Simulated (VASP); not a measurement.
# Hg (C2/m) in VASP: further runs

The runs below take Hg through single point, with r2SCAN.

All numbers are computed with VASP 6.6.1; they aren't measurements. Logs are shortened: lines on timing, memory, paths and dates and some standing lists are left out, and cuts for length are marked.

**1. The structure**

The structure is monoclinic, space group C2/m (No. 12). The conventional cell has a = 4.249 Å, b = 5.345 Å, c = 3.583 Å, α = 90.00°, β = 126.18°, γ = 90.00°. Hg (site symmetry 2/m) has 8 Hg at 3.41 to 3.59 Å as nearest neighbours.

**2. Single point, r2SCAN**

Input file INCAR:

```
SYSTEM = Hg
PREC = Accurate
ENCUT = 520
EDIFF = 1E-6
ISMEAR = 0
SIGMA = 0.1
LREAL = .FALSE.
LASPH = .TRUE.
NELM = 100
ALGO = Normal
ISIF = 2
LWAVE = .FALSE.
LCHARG = .FALSE.
METAGGA = R2SCAN
LMIXTAU = .TRUE.
NBANDS = 12
ADDGRID = .FALSE.
```

Input file KPOINTS:

```
Automatic mesh
0
G
  2 2 2
  0 0 0
```

Input file POSCAR:

```
Hg
1.0
    2.1243184923     -2.6725824964      0.0000000000
    2.1243184923      2.6725824964      0.0000000000
   -2.1151288124      0.0000000000      2.8921990043
Hg
1
Direct
    0.0000000000      0.0000000000      0.0000000000
```

Potentials or basis: VASP PAW PBE potentials, release 64 (Hg).

Run with:

```bash
$ cat potpaw_PBE.64/Hg/POTCAR > POTCAR
$ mpirun -np 1 vasp_std > vasp.out
```

OUTCAR:

```text
SYSTEM = Hg
   PREC = Accurate
   ENCUT = 520
   EDIFF = 1E-6
   ISMEAR = 0
   LREAL = .FALSE.
   LASPH = .TRUE.
   NELM = 100
   ISIF = 2
   METAGGA = R2SCAN

 Found      6 irreducible k-points:

 Following reciprocal coordinates:
            Coordinates               Weight
  0.000000  0.000000  0.000000      1.000000
  0.500000  0.000000  0.000000      2.000000
  0.500000  0.500000  0.000000      1.000000
  0.000000  0.000000  0.500000      1.000000
  0.500000  0.000000  0.500000      2.000000
  0.500000  0.500000  0.500000      1.000000
   k-points           NKPTS =      6   k-points in BZ     NKDIM =      6   number of bands    NBANDS=     12
   number of dos      NEDOS =    301   number of ions     NIONS =      1
   total plane-waves  NPLWV =  21952
   dimension x,y,z NGX =    28 NGY =   28 NGZ =   28
   dimension x,y,z NGXF=    56 NGYF=   56 NGZF=   56
   ions per type =               1
   NGX,Y,Z   is equivalent  to a cutoff of  13.63, 13.63, 12.99 a.u.
   NGXF,Y,Z  is equivalent  to a cutoff of  27.27, 27.27, 25.98 a.u.
 SYSTEM =  Hg
   PREC   = accura    normal or accurate (medium, high low for compatibility)
   ISTART =      0    job   : 0-new  1-cont  2-samecut
   ICHARG =      2    charge: 1-file 2-atom 10-const
   ISPIN  =      1    spin polarized calculation?
   LNONCOLLINEAR =      F non collinear calculations
   LSORBIT =      F    spin-orbit coupling
   LASPH  =      T    aspherical Exc in radial PAW
   ENCUT  =  520.0 eV  38.22 Ry    6.18 a.u.   6.35  6.35  6.66*2*pi/ulx,y,z
   NELM   =    100;   NELMIN=  2; NELMDL= -5     # of ELM steps
   EDIFF  = 0.1E-05   stopping-criterion for ELM
   LREAL  =      F    real-space projection
   EDIFFG = 0.1E-04   stopping-criterion for IOM
   NSW    =      0    number of steps for IOM
   IBRION =     -1    ionic relax: 0-MD 1-quasi-New 2-CG
   NFREE  =      0    steps in history (QN), initial steepest desc. (CG)
   ISIF   =      2    stress and relaxation
   ISYM   =      2    0-nonsym 1-usesym 2-fastsym
   POTIM  = 0.5000    time-step for ionic-motion
   TEBEG  =    0.0;   TEEND  =   0.0 temperature during run
   PSTRESS=    0.0 pullay stress
   NELECT =      12.0000    total number of electrons
   NUPDOWN=      -1.0000    fix difference up-down
   EMIN   =  10.00;   EMAX   =-10.00  energy-range for DOS
   EFERMI =   0.00;   METHOD = LEGACY
   ISMEAR =     0;   SIGMA  =   0.10  broadening in eV -4-tet -1-fermi 0-gaus
   EFERMI_NEDOS =   21; number of points for ismear=-14 and -15
   IALGO  =     38    algorithm
   IMIX   =      4    mixing-type and parameters
     AMIX     =   0.40;   BMIX     =  1.00
     AMIX_MAG =   1.60;   BMIX_MAG =  1.00
  volume/ion in A,a.u.               =      32.84       221.62
  Fermi-wavevector in a.u.,A,eV,Ry     =   1.170395  2.211725 18.637577  1.369823
  Thomas-Fermi vector in A             =   2.306854
   LORBIT       =      0    0 simple, 1 ext, 2 COOP (PROOUT), +10 PAW based schemes
   METAGGA = R2SCAN    functional components
   LHFCALC =     F    Hartree Fock is set to
   AEXX    =    0.0000 exact exchange contribution
   IVDW    =     0    specifies the selected vdW correction
   LEPSILON=     F    determine dielectric tensor
   LRPA    =     F    only Hartree local field effects (RPA)
 non-spin polarized calculation
 Gauss-broadening in eV      SIGMA  =   0.10
  energy-cutoff  :      520.00
  volume of cell :       32.84
 maximum number of plane-waves:       893
 NGX is ok and might be reduce to    28
   NGX = 13   NGY = 13   NGZ = 13

 number of electron      11.9999998 magnetization

 Free energy of the ion-electron system (eV)
  ---------------------------------------------------
  ext. energy  EPLUGINS =         0.00000000
  ---------------------------------------------------
  free energy    TOTEN  =       -47.93235309 eV

  energy without entropy =      -47.90769962  energy(sigma->0) =      -47.92002635

 E-fermi :   0.3323     XC(G=0):  -9.4931

 val. band max:       -0.6139603426   @ k =   0.5000   0.5000   0.0000
 cond. band min:       0.3848884194   @ k =   0.5000   0.0000   0.0000
 fundamental gap:      0.9988487620
 Fermi energy:         0.3323389703

 k-point     1 :       0.0000    0.0000    0.0000
  band No.  band energies     occupation
      1      -6.3821      2.00000
      2      -6.0412      2.00000
      3      -5.8078      2.00000
      4      -5.7794      2.00000
      5      -5.4715      2.00000
      6      -5.3537      2.00000
      7      12.6900      0.00000
      8      12.8631      0.00000
      9      13.3038      0.00000
     10      14.6103      0.00000
     11      14.8493      0.00000
     12      17.0316      0.00000

 k-point     2 :       0.5000    0.0000    0.0000
  band No.  band energies     occupation
      1      -6.2350      2.00000
      2      -6.0678      2.00000
      3      -5.5269      2.00000
      4      -5.3691      2.00000
      5      -5.0841      2.00000
      6      -1.4998      2.00000
      7       0.3849      0.45738
      8       8.6380      0.00000
      9      10.6467      0.00000
     10      12.8400      0.00000
     11      14.8015      0.00000
     12      17.1591      0.00000

 k-point     3 :       0.5000    0.5000    0.0000
  band No.  band energies     occupation
      1      -6.2279      2.00000
      2      -6.1136      2.00000
      3      -5.4144      2.00000
      4      -5.3828      2.00000
      5      -4.9822      2.00000
      6      -0.6140      2.00000
      7       0.9287      0.00000
      8       7.4789      0.00000
      9       8.7436      0.00000
     10      11.5177      0.00000
     11      12.9611      0.00000
     12      19.1080      0.00000

 k-point     4 :       0.0000    0.0000    0.5000
  band No.  band energies     occupation
      1      -6.2598      2.00000
      2      -6.2593      2.00000
      3      -5.3242      2.00000
      4      -5.3035      2.00000
      5      -5.1060      2.00000
      6      -1.6411      2.00000
      7       0.3940      0.38357
      8       8.5095      0.00000
      9       9.3361      0.00000
     10      12.3532      0.00000
     11      13.7663      0.00000
     12      21.4285      0.00000

 k-point     5 :       0.5000    0.0000    0.5000
  band No.  band energies     occupation
      1      -6.2374      2.00000
      2      -6.0603      2.00000
      3      -5.5257      2.00000
      4      -5.3701      2.00000
      5      -5.0840      2.00000
      6      -1.4773      2.00000
      7       0.3983      0.35083
      8       8.5813      0.00000
      9      10.6618      0.00000
     10      12.7842      0.00000
     11      14.8153      0.00000
     12      17.1030      0.00000

 k-point     6 :       0.5000    0.5000    0.5000
  band No.  band energies     occupation
      1      -6.2215      2.00000
      2      -6.2069      2.00000
      3      -5.2296      2.00000
      4      -5.1758      2.00000
      5      -5.0331      2.00000
      6       1.5192      0.00000
      7       3.5533      0.00000
      8       4.7381      0.00000
      9       5.1701      0.00000
     10       9.1758      0.00000
     11       9.9926      0.00000
     12      21.3511      0.00000

------------------------ aborting loop because EDIFF is reached ----------------------------------------

  FORCE on cell =-STRESS in cart. coord.  units (eV):
  Direction    XX          YY          ZZ          XY          YZ          ZX
  --------------------------------------------------------------------------------------
  -------------------------------------------------------------------------------------
  Total        1.7058111      2.6776406      1.8206565      0.0000000      0.0000000      0.0319206
  in kB       83.2209384    130.6333135     88.8238672      0.0000000      0.0000000      1.5573004
  external PRESSURE =     100.8927064 kB  Pullay stress =       0.0000000 kB

 VOLUME and BASIS-vectors are now :
 -----------------------------------------------------------------------------
  energy-cutoff  :      520.00
  volume of cell :       32.84
      direct lattice vectors                 reciprocal lattice vectors
     2.124318492 -2.672582496  0.000000000     0.235369603 -0.187084964  0.172130973
     2.124318492  2.672582496  0.000000000     0.235369603  0.187084964  0.172130973
    -2.115128812  0.000000000  2.892199004     0.000000000  0.000000000  0.345757674

 POSITION                                       TOTAL-FORCE (eV/Angst)
 -----------------------------------------------------------------------------------
      0.00000      0.00000      0.00000        -0.000000      0.000000      0.000000
 -----------------------------------------------------------------------------------
    total drift:                               -0.000000      0.000000     -0.000000

  FREE ENERGIE OF THE ION-ELECTRON SYSTEM (eV)
  ---------------------------------------------------
  free  energy   TOTEN  =       -47.9323530850 eV

  energy  without entropy=      -47.9076996158  energy(sigma->0) =      -47.92002635
```

Run time: 25 s. Hardware: 1 thread of Intel Xeon Platinum 8259CL at 2.50GHz (Skylake/Cascade Lake), shared host; peak memory 0.16 GiB.

These settings aren't checked as converged: the numbers below hold their error.

What came out:

- Free energy: -47.9324 eV
- Pressure: 10.1 GPa
- Band gap on the k mesh: none (metal or under the smearing width)

Caveat: the k mesh is coarse (spacing up to 1.09 Å⁻¹), so the values aren't converged; the PAW data sets were made with another functional, which shifts forces and pressure a little.

**3. Single point, r2SCAN**

INCAR, as its differences from that of step 2:

```diff
@@ -2,3 +2,3 @@
 PREC = Accurate
-ENCUT = 520
+ENCUT = 650
 EDIFF = 1E-6
```

KPOINTS is that of step 2.

POSCAR is that of step 2.

Potentials or basis: VASP PAW PBE potentials, release 64 (Hg).

Run with:

```bash
$ cat potpaw_PBE.64/Hg/POTCAR > POTCAR
$ mpirun -np 1 vasp_std > vasp.out
```

Wall time 21 s (1 thread of Intel Xeon Platinum 8259CL at 2.50GHz (Skylake/Cascade Lake), shared host); peak memory 0.17 GiB.

The run converged, but some of its settings lie outside the range that counts as converged, so its numbers aren't taken as properties of the crystal.

What came out:

| Item | Value |
| --- | --- |
| Free energy | -47.9325 eV |
| Pressure | 10.2 GPa |
| Band gap on the k mesh | none (metal or under the smearing width) |

Caveat: the k mesh is coarse (spacing up to 1.09 Å⁻¹), so the values aren't converged; the PAW data sets were made with another functional, which shifts forces and pressure a little.

**4. Single point, r2SCAN**

INCAR, as its differences from that of step 3:

```diff
@@ -2,3 +2,3 @@
 PREC = Accurate
-ENCUT = 650
+ENCUT = 340
 EDIFF = 1E-6
```

Input file KPOINTS:

```
Automatic mesh
0
G
  3 3 3
  0 0 0
```

POSCAR is that of step 3.

Run with:

```bash
$ cat potpaw_PBE.64/Hg/POTCAR > POTCAR
$ mpirun -np 1 vasp_std > vasp.out
```

Wall time 14 s (1 thread of Intel Xeon Platinum 8259CL at 2.50GHz (Skylake/Cascade Lake), shared host); peak memory 0.14 GiB.

The run converged, but some of its settings lie outside the range that counts as converged, so its numbers aren't taken as properties of the crystal.

Results:

```yaml
Free_energy: -49.4755 eV
Pressure: -3.4 GPa
```

Caveat: the k mesh is coarse (spacing up to 0.73 Å⁻¹), so the values aren't converged; the mesh shows a gap though the element is a metal; the PAW data sets were made with another functional, which shifts forces and pressure a little.

**5. Single point, r2SCAN**

INCAR, as its differences from that of step 4:

```diff
@@ -2,3 +2,3 @@
 PREC = Accurate
-ENCUT = 340
+ENCUT = 220
 EDIFF = 1E-6
```

Input file KPOINTS:

```
Automatic mesh
0
G
  4 4 4
  0 0 0
```

POSCAR is that of step 4.

Run with:

```bash
$ cat potpaw_PBE.64/Hg/POTCAR > POTCAR
$ mpirun -np 1 vasp_std > vasp.out
```

Wall time 21 s (1 thread of Intel Xeon Platinum 8259CL at 2.50GHz (Skylake/Cascade Lake), shared host); peak memory 0.11 GiB.

The run converged, but a check on its numbers failed (symmetry, net force, bounds or a known fault of this set-up), so they aren't taken as properties of the crystal.

Caveat: the k mesh is coarse (spacing up to 0.54 Å⁻¹), so the values aren't converged; the cutoff lies under the usual one of these potentials, so the numbers hold a large basis-set error; the PAW data sets were made with another functional, which shifts forces and pressure a little.

**6. For comparison**

An earlier run on the cell as given: functional PBE; potentials or basis VASP PAW PBE potentials, release 64 (Hg); cutoff 520 eV; k mesh 9 × 9 × 9; occupations fermi-dirac, width 0.05 eV; no spin polarisation.

* Pressure: -0.5 GPa
* Band gap on the k mesh: none (metal or under the smearing width)
